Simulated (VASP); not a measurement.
The system is CuCl (Nantokite).

```
Cu Cl
1.0
     0.00000    2.64977    2.64977
     2.64977    0.00000    2.64977
     2.64977    2.64977    0.00000
Cu Cl
1 1
Direct
  0.00000 0.00000 0.00000
  0.25000 0.25000 0.25000
```

Program: VASP 6.6.1. Alike in all runs: task band structure; potentials or basis VASP PAW PBE potentials, release 64 (Cu, Cl); no spin polarisation; cell as given; k mesh 8 × 8 × 8; cutoff (eV) 520; smearing gaussian 0.03 eV.

Task: Order these runs on this cell by their band gap on the k mesh, lowest first.
A. level PBE0; exchange at q = 0 truncated
B. level HSE06; screening parameter 0.2 1/A
C. level PBE

Result: C (0.67 eV), B (2.44 eV), A (3.13 eV).
